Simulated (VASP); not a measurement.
# HgTe (Coloradoite) (F-43m) in VASP: further runs

One crystal, HgTe (Coloradoite), is run at these levels: PBE+D3(BJ); tasks: relaxation of the atoms.

Everything below comes from runs of VASP 6.6.1. Logs are shortened: lines on timing, memory, paths and dates and some standing lists are left out, and cuts for length are marked.

### 1 The structure

Symmetry: F-43m, No. 216, cubic system. Conventional cell: a = 6.550 Å, b = 6.550 Å, c = 6.550 Å, α = 90.00°, β = 90.00°, γ = 90.00°. Around Hg (site symmetry -43m) lie 4 Te at 2.84 Å. Te (site symmetry -43m) is surrounded by 4 Hg at 2.84 Å.

### 2 Relaxation of the atoms, PBE+D3(BJ)

INCAR

```
SYSTEM = HgTe
PREC     = Accurate       ! precision mode
ENCUT    = 600            ! plane-wave cutoff, eV
EDIFF    = 1E-7           ! SCF threshold, eV
ISMEAR   = 0              ! smearing method
SIGMA    = 0.03           ! smearing width, eV
LREAL    = .FALSE.        ! projectors in reciprocal space
LASPH    = .TRUE.         ! aspherical terms in the spheres
NELM     = 80             ! most SCF steps
ALGO     = Normal         ! electronic algorithm
ISIF     = 2              ! what is computed and relaxed
LWAVE    = .FALSE.        ! write WAVECAR
LCHARG   = .FALSE.        ! write CHGCAR
GGA      = PE             ! functional
IVDW     = 12             ! dispersion correction
IBRION   = 2              ! ionic algorithm
NSW      = 40             ! ionic steps
EDIFFG   = -0.01          ! ionic threshold
```

KPOINTS

```
Automatic mesh
0
G
  10 10 10
  0 0 0
```

POSCAR

```
HgTe                                    
1.0
    0.0000000000      3.2747721367      3.2747721367
    3.2747721367      0.0000000000      3.2747721367
    3.2747721367      3.2747721367      0.0000000000
  Hg              Te            
     1     1
Direct
     0.0000000000000000    0.0000000000000000    0.0000000000000000
     0.2500000000000000    0.2500000000000000    0.2500000000000000
```

Potentials or basis: VASP PAW PBE potentials, release 64 (Hg, Te).

Started as:

```sh
$ cat potpaw_PBE.64/Hg/POTCAR potpaw_PBE.64/Te/POTCAR > POTCAR
$ mpirun -np 1 vasp_std > vasp.out
```

OUTCAR:

```text
SYSTEM = HgTe
   PREC = Accurate
   ENCUT = 600
   EDIFF = 1E-7
   ISMEAR = 0
   LREAL = .FALSE.
   LASPH = .TRUE.
   NELM = 80
   ISIF = 2
   GGA = PE
   IVDW = 12
   IBRION = 2
   NSW = 40
   EDIFFG = -0.01
 IVDW          = 12

 ion  position               nearest neighbor table
   1  0.000  0.000  0.000-   2 2.84   2 2.84   2 2.84   2 2.84
   2  0.250  0.250  0.250-   1 2.84   1 2.84   1 2.84   1 2.84

  LATTYP: Found a face centered cubic cell.
 ALAT       =     6.5495442734

  Lattice vectors:

 A1 = (   0.0000000000,   3.2747721367,   3.2747721367)
 A2 = (   3.2747721367,   0.0000000000,   3.2747721367)
 A3 = (   3.2747721367,   3.2747721367,   0.0000000000)

Analysis of symmetry for initial positions (statically):
=====================================================================
 Subroutine PRICEL returns:
 Original cell was already a primitive cell.

 Routine SETGRP: Setting up the symmetry group for a
 face centered cubic supercell.

 Subroutine GETGRP returns: Found 24 space group operations
 (whereof 24 operations were pure point group operations)
 out of a pool of 48 trial point group operations.

The static configuration has the point symmetry T_d .

Analysis of symmetry for dynamics (positions and initial velocities):
=====================================================================
 Subroutine PRICEL returns:
 Original cell was already a primitive cell.

 Routine SETGRP: Setting up the symmetry group for a
 face centered cubic supercell.

 Subroutine GETGRP returns: Found 24 space group operations
 (whereof 24 operations were pure point group operations)
 out of a pool of 48 trial point group operations.

The dynamic configuration has the point symmetry T_d .

 Subroutine INISYM returns: Found 24 space group operations
 (whereof 24 operations are pure point group operations),
 and found     1 'primitive' translations

----------------------------------------------------------------------------------------

                                     Primitive cell

  volume of cell :      70.2382

  direct lattice vectors                    reciprocal lattice vectors
     0.000000000  3.274772137  3.274772137    -0.152682379  0.152682379  0.152682379
     3.274772137  0.000000000  3.274772137     0.152682379 -0.152682379  0.152682379
     3.274772137  3.274772137  0.000000000     0.152682379  0.152682379 -0.152682379

  length of vectors
     4.631227169  4.631227169  4.631227169     0.264453638  0.264453638  0.264453638

  position of ions in fractional coordinates (direct lattice)
     0.000000000  0.000000000  0.000000000
     0.250000000  0.250000000  0.250000000

  ion indices of the primitive-cell ions
   primitive index   ion index
                 1           1
                 2           2

----------------------------------------------------------------------------------------

 KPOINTS: Automatic mesh

Automatic generation of k-mesh.
 Grid dimensions read from file:
 generate k-points for:   10   10   10

 Generating k-lattice:

  Cartesian coordinates                     Fractional coordinates (reciprocal lattice)
    -0.015268238  0.015268238  0.015268238     0.100000000  0.000000000  0.000000000
     0.015268238 -0.015268238  0.015268238     0.000000000  0.100000000  0.000000000
     0.015268238  0.015268238 -0.015268238     0.000000000  0.000000000  0.100000000

  Length of vectors
     0.026445364  0.026445364  0.026445364

  Shift w.r.t. Gamma in fractional coordinates (k-lattice)
     0.000000000  0.000000000  0.000000000

 Subroutine IBZKPT returns following result:
 ===========================================

 Found     47 irreducible k-points:

 Following reciprocal coordinates:
            Coordinates               Weight
  0.000000  0.000000  0.000000      1.000000
  0.100000  0.000000  0.000000      8.000000
  0.200000  0.000000  0.000000      8.000000
  0.300000  0.000000  0.000000      8.000000
  0.400000  0.000000  0.000000      8.000000
  0.500000  0.000000  0.000000      4.000000
[... 16 lines left out ...]
  0.300000  0.300000  0.000000      6.000000
  0.400000  0.300000  0.000000     24.000000
 [... further k-points ...]
   k-points           NKPTS =     47   k-points in BZ     NKDIM =     47   number of bands    NBANDS=     13
   number of dos      NEDOS =    301   number of ions     NIONS =      2
   total plane-waves  NPLWV =  64000
   dimension x,y,z NGX =    40 NGY =   40 NGZ =   40
   dimension x,y,z NGXF=    80 NGYF=   80 NGZF=   80
   ions per type =               1   1
   NGX,Y,Z   is equivalent  to a cutoff of  14.36, 14.36, 14.36 a.u.
   NGXF,Y,Z  is equivalent  to a cutoff of  28.72, 28.72, 28.72 a.u.
 SYSTEM =  HgTe
   PREC   = accura    normal or accurate (medium, high low for compatibility)
   ISTART =      0    job   : 0-new  1-cont  2-samecut
   ICHARG =      2    charge: 1-file 2-atom 10-const
   ISPIN  =      1    spin polarized calculation?
   LNONCOLLINEAR =      F non collinear calculations
   LSORBIT =      F    spin-orbit coupling
   LASPH  =      T    aspherical Exc in radial PAW
   ENCUT  =  600.0 eV  44.10 Ry    6.64 a.u.   9.25  9.25  9.25*2*pi/ulx,y,z
   NELM   =     80;   NELMIN=  2; NELMDL= -5     # of ELM steps
   EDIFF  = 0.1E-06   stopping-criterion for ELM
   LREAL  =      F    real-space projection
   EDIFFG = -.1E-01   stopping-criterion for IOM
   NSW    =     40    number of steps for IOM
   IBRION =      2    ionic relax: 0-MD 1-quasi-New 2-CG
   NFREE  =      1    steps in history (QN), initial steepest desc. (CG)
   ISIF   =      2    stress and relaxation
   ISYM   =      2    0-nonsym 1-usesym 2-fastsym
   POTIM  = 0.5000    time-step for ionic-motion
   TEBEG  =    0.0;   TEEND  =   0.0 temperature during run
   PSTRESS=    0.0 pullay stress
   NELECT =      18.0000    total number of electrons
   NUPDOWN=      -1.0000    fix difference up-down
   EMIN   =  10.00;   EMAX   =-10.00  energy-range for DOS
   EFERMI =   0.00;   METHOD = LEGACY
   ISMEAR =     0;   SIGMA  =   0.03  broadening in eV -4-tet -1-fermi 0-gaus
   EFERMI_NEDOS =   21; number of points for ismear=-14 and -15
   IALGO  =     38    algorithm
   IMIX   =      4    mixing-type and parameters
     AMIX     =   0.40;   BMIX     =  1.00
     AMIX_MAG =   1.60;   BMIX_MAG =  1.00
  volume/ion in A,a.u.               =      35.12       237.00
  Fermi-wavevector in a.u.,A,eV,Ry     =   1.039859  1.965049 14.712080  1.081307
  Thomas-Fermi vector in A             =   2.174409
   LORBIT       =      0    0 simple, 1 ext, 2 COOP (PROOUT), +10 PAW based schemes
   GGA     = PE    functional components
   LHFCALC =     F    Hartree Fock is set to
   AEXX    =    0.0000 exact exchange contribution
   IVDW    =    12    specifies the selected vdW correction
   LEPSILON=     F    determine dielectric tensor
   LRPA    =     F    only Hartree local field effects (RPA)
 conjugate gradient relaxation of ions
 non-spin polarized calculation
 Gauss-broadening in eV      SIGMA  =   0.03
  energy-cutoff  :      600.00
  volume of cell :       70.24
 maximum number of plane-waves:      2397
 NGX is ok and might be reduce to    40
   NGX = 19   NGY = 19   NGZ = 19

 number of electron      17.9999998 magnetization

 Free energy of the ion-electron system (eV)
  ---------------------------------------------------
  ext. energy  EPLUGINS =         0.00000000
  ---------------------------------------------------
  free energy    TOTEN  =        -3.63224439 eV

  energy without entropy =       -3.63219811  energy(sigma->0) =       -3.63222125

 E-fermi :   2.6961     XC(G=0):  -8.5642

 val. band max:        2.6869624243   @ k =   0.0000   0.0000   0.0000
 cond. band min:       3.1806981235   @ k =   0.1000   0.0000   0.0000
 fundamental gap:      0.4937356992
 Fermi energy:         2.6960995252

 k-point     1 :       0.0000    0.0000    0.0000
  band No.  band energies     occupation
      1      -9.0241      2.00000
      2      -4.4435      2.00000
      3      -4.4435      2.00000
      4      -4.4435      2.00000
      5      -3.9603      2.00000
      6      -3.9603      2.00000
      7       1.8678      2.00000
      8       2.6870      1.33333
      9       2.6870      1.33333
     10       2.6870      1.33333
     11       6.9872      0.00000
     12       6.9872      0.00000
     13       6.9872      0.00000

 k-point     2 :       0.1000    0.0000    0.0000
  band No.  band energies     occupation
      1      -8.9781      2.00000
      2      -4.4307      2.00000
      3      -4.4307      2.00000
      4      -4.4253      2.00000
      5      -3.9615      2.00000
      6      -3.9615      2.00000
      7       1.1133      2.00000
      8       2.5811      2.00000
      9       2.5811      2.00000
     10       3.1807      0.00000
     11       6.8861      0.00000
     12       7.1330      0.00000
     13       7.1330      0.00000

 k-point     3 :       0.2000    0.0000    0.0000
  band No.  band energies     occupation
      1      -8.8538      2.00000
      2      -4.3985      2.00000
      3      -4.3985      2.00000
      4      -4.3545      2.00000
      5      -3.9625      2.00000
      6      -3.9625      2.00000
      7      -0.0226      2.00000
      8       2.3292      2.00000
      9       2.3292      2.00000
     10       3.5137      0.00000
     11       7.1835      0.00000
     12       7.4475      0.00000
     13       7.4475      0.00000

 k-point     4 :       0.3000    0.0000    0.0000
  band No.  band energies     occupation
      1      -8.6923      2.00000
      2      -4.3629      2.00000
      3      -4.3629      2.00000
      4      -4.1906      2.00000
      5      -3.9575      2.00000
      6      -3.9575      2.00000
      7      -1.1418      2.00000
      8       2.0536      2.00000
      9       2.0536      2.00000
     10       3.5119      0.00000
     11       7.6848      0.00000
     12       7.6848      0.00000
     13       8.0892      0.00000

 k-point     5 :       0.4000    0.0000    0.0000
  band No.  band energies     occupation
      1      -8.5549      2.00000
      2      -4.3386      2.00000
      3      -4.3386      2.00000
      4      -3.9470      2.00000
      5      -3.9470      2.00000
      6      -3.9073      2.00000
      7      -2.0844      2.00000
      8       1.8506      2.00000
      9       1.8506      2.00000
     10       3.4287      0.00000
     11       7.7546      0.00000
     12       7.7546      0.00000
     13       9.1585      0.00000
[... 257 lines left out ...]
 k-point    22 :      -0.2000    0.2000    0.0000
  band No.  band energies     occupation
      1      -8.6362      2.00000
      2      -4.3451      2.00000
      3      -4.3267      2.00000
      4      -4.1799      2.00000
      5      -3.9800      2.00000
      6      -3.9270      2.00000
      7      -1.1372      2.00000
      8       0.8958      2.00000
      9       2.0831      2.00000
     10       4.4497      0.00000
     11       7.3590      0.00000
     12       7.8207      0.00000
     13       7.9053      0.00000

 k-point    23 :       0.3000    0.3000    0.0000
  band No.  band energies     occupation
      1      -8.5783      2.00000
      2      -4.3226      2.00000
      3      -4.2548      2.00000
      4      -4.2548      2.00000
      5      -3.9564      2.00000
      6      -3.9232      2.00000
      7      -1.1537      2.00000
      8       1.1769      2.00000
      9       1.1769      2.00000
     10       4.6567      0.00000
     11       5.6502      0.00000
     12       9.4419      0.00000
     13       9.4428      0.00000

 k-point    24 :       0.4000    0.3000    0.0000
  band No.  band energies     occupation
      1      -8.4680      2.00000
      2      -4.2897      2.00000
      3      -4.2154      2.00000
      4      -4.1842      2.00000
      5      -3.9178      2.00000
      6      -3.8645      2.00000
      7      -1.7146      2.00000
      8       0.7999      2.00000
      9       0.9753      2.00000
     10       4.7623      0.00000
     11       5.7588      0.00000
     12       9.1326      0.00000
     13       9.8214      0.00000

 [... further k-points ...]

------------------------ aborting loop because EDIFF is reached ----------------------------------------

 Edisp (eV)   -0.68792

 E8    (eV) :    -0.3115

  FORCE on cell =-STRESS in cart. coord.  units (eV):
  Direction    XX          YY          ZZ          XY          YZ          ZX
  --------------------------------------------------------------------------------------
  -------------------------------------------------------------------------------------
  Total       0.00345     0.00345     0.00345     0.00000     0.00000     0.00000
  in kB       0.07876     0.07876     0.07876     0.00000     0.00000     0.00000
  external pressure =        0.08 kB  Pullay stress =        0.00 kB

 VOLUME and BASIS-vectors are now :
 -----------------------------------------------------------------------------
  energy-cutoff  :      600.00
  volume of cell :       70.24
      direct lattice vectors                 reciprocal lattice vectors
     0.000000000  3.274772137  3.274772137    -0.152682379  0.152682379  0.152682379
     3.274772137  0.000000000  3.274772137     0.152682379 -0.152682379  0.152682379
     3.274772137  3.274772137  0.000000000     0.152682379  0.152682379 -0.152682379

 POSITION                                       TOTAL-FORCE (eV/Angst)
 -----------------------------------------------------------------------------------
      0.00000      0.00000      0.00000        -0.000000     -0.000000     -0.000000
      1.63739      1.63739      1.63739         0.000000      0.000000      0.000000
 -----------------------------------------------------------------------------------
    total drift:                                0.000000      0.000000      0.000000

  FREE ENERGIE OF THE ION-ELECTRON SYSTEM (eV)
  ---------------------------------------------------
  free  energy   TOTEN  =        -4.3201595596 eV

  energy  without entropy=       -4.3201132808  energy(sigma->0) =       -4.32013642

 reached required accuracy - stopping structural energy minimisation
```

Wall time 29 s (1 thread of Intel Xeon Platinum 8559C (Emerald Rapids), shared host); peak memory 0.27 GiB.

Results:

- Free energy: -4.3202 eV
- Pressure after relaxing: 0.0 GPa
- Band gap on the k mesh: none (metal or under the smearing width)
- Dispersion energy per atom: -0.344 eV

Final structure:
```cif
data_structure
_symmetry_space_group_name_H-M 'P 1'
_symmetry_Int_Tables_number 1
_cell_length_a 4.6312
_cell_length_b 4.6312
_cell_length_c 4.6312
_cell_angle_alpha 60.000
_cell_angle_beta 60.000
_cell_angle_gamma 60.000
_cell_volume 70.24
loop_
_atom_site_label
_atom_site_type_symbol
_atom_site_fract_x
_atom_site_fract_y
_atom_site_fract_z
_atom_site_occupancy
Hg1 Hg 0.00000 0.00000 0.00000 1
Te1 Te 0.25000 0.25000 0.25000 1
```

Caveat: the relaxation stopped at its first step, so nothing moved; pairwise dispersion overbinds metals, which lowers pressure and volume. The run has no spin-orbit coupling, so splittings on Hg, Te are missing.

### 3 Relaxation of the atoms, PBE+D3(BJ) (a relaxed cell with its volume scaled by 1.02)

INCAR is that of step 2.

KPOINTS is that of step 2.

POSCAR

```
HgTe                                    
1.0
    0.0000000000      3.2964600014      3.2964600014
    3.2964600014      0.0000000000      3.2964600014
    3.2964600014      3.2964600014      0.0000000000
  Hg              Te            
     1     1
Direct
     0.0000000000000000    0.0000000000000000    0.0000000000000000
     0.2500000000000000    0.2500000000000000    0.2500000000000000
```

Potentials or basis: VASP PAW PBE potentials, release 64 (Hg, Te).

Started as:

```sh
$ cat potpaw_PBE.64/Hg/POTCAR potpaw_PBE.64/Te/POTCAR > POTCAR
$ mpirun -np 1 vasp_std > vasp.out
```

Run time: 29 s. Hardware: 1 thread of Intel Xeon Platinum 8559C (Emerald Rapids), shared host; peak memory 0.27 GiB.

Results (log left out):

```
Free energy                : -4.3170 eV
Pressure after relaxing    : -0.7 GPa
Band gap on the k mesh     : none (metal or under the smearing width)
Dispersion energy per atom : -0.336 eV
```

Final structure:
```yaml
crystal:
  lattice:
    - [0.00000, 3.29646, 3.29646]
    - [3.29646, 0.00000, 3.29646]
    - [3.29646, 3.29646, 0.00000]
  atoms:
    - { symbol: Hg, position: [0.00000, 0.00000, 0.00000] }
    - { symbol: Te, position: [0.25000, 0.25000, 0.25000] }
```

Levels at points of the mesh, in eV from the Fermi level:
| k point | band 7 | band 8 | band 9 | band 10 | band 11 | band 12 |
| --- | --- | --- | --- | --- | --- | --- |
| (0.00, 0.00, 0.00) | -0.87 | -0.01 | -0.01 | -0.01 | 4.32 | 4.32 |
| (0.50, 0.00, 0.00) | -5.12 | -0.88 | -0.88 | 0.69 | 5.08 | 5.08 |
| (0.50, 0.50, 0.00) | -5.13 | -2.04 | -2.04 | 1.90 | 2.63 | 8.00 |

Caveat: the relaxation stopped at its first step, so nothing moved; pairwise dispersion overbinds metals, which lowers pressure and volume. The run has no spin-orbit coupling, so splittings on Hg, Te are missing.
